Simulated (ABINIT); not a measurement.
Runs of ABINIT 10.8.3 (patched build) on W. Symmetry: Im-3m, No. 229, cubic system. The conventional cell has a = 3.165 Å, b = 3.165 Å, c = 3.165 Å, α = 90.00°, β = 90.00°, γ = 90.00°. Around W (site symmetry m-3m) lie 8 W at 2.74 Å. 

```csv
task,level,potentials or basis,spin,cutoff (eV),fine-grid cutoff,gap on the mesh (eV),pressure (GPa),V0 of scaled cells (Å³/atom),B0 (GPa)
band structure,RPBE,JTH PAW PBE v2.0,"SOC, no magnetisation",435,870.764 eV,none,10.0,-,-
equation of state,PBE,JTH PAW PBE v2.0,"SOC, no magnetisation",435,870.764 eV,-,-,16.23,298
band structure,LDA,JTH PAW LDA v2.0,"SOC, no magnetisation",408,816.342 eV,none,-,-,-
equation of state,PBE+D3(BJ),JTH PAW PBE v2.0,off,435,870.764 eV,-,-,15.80,316
band structure,RPBE,JTH PAW PBE v2.0,off,435,870.764 eV,none,9.1,-,-
equation of state,revPBE+D3,JTH PAW PBE v2.0,off,435,870.764 eV,-,-,(a),328
band structure,PBE,PseudoDojo NC SR PBE v0.5 standard,off,1007,-,none,5.9,-,-
equation of state,PBE,PseudoDojo NC SR PBE v0.4.1 standard,off,1007,-,-,-,(b),301
```

Alike in all rows: cell as given; k mesh 12 × 12 × 12; smearing fermi-dirac 0.05 eV.

Problem. Fill in the values left out.

Solution. (a) 15.58; (b) 16.15.

Caveats: pressures at fixed basis lie under the slope of the energies (some runs); the PAW data sets were made with another functional, which shifts forces and pressure a little (some runs); spin-orbit coupling is left out, which moves the levels of the heavy elements (some runs).

A k mesh can miss the band edges, and rows without SOC leave out spin-orbit coupling on W.

A gap of «none» marks a metal or a gap under the smearing width.
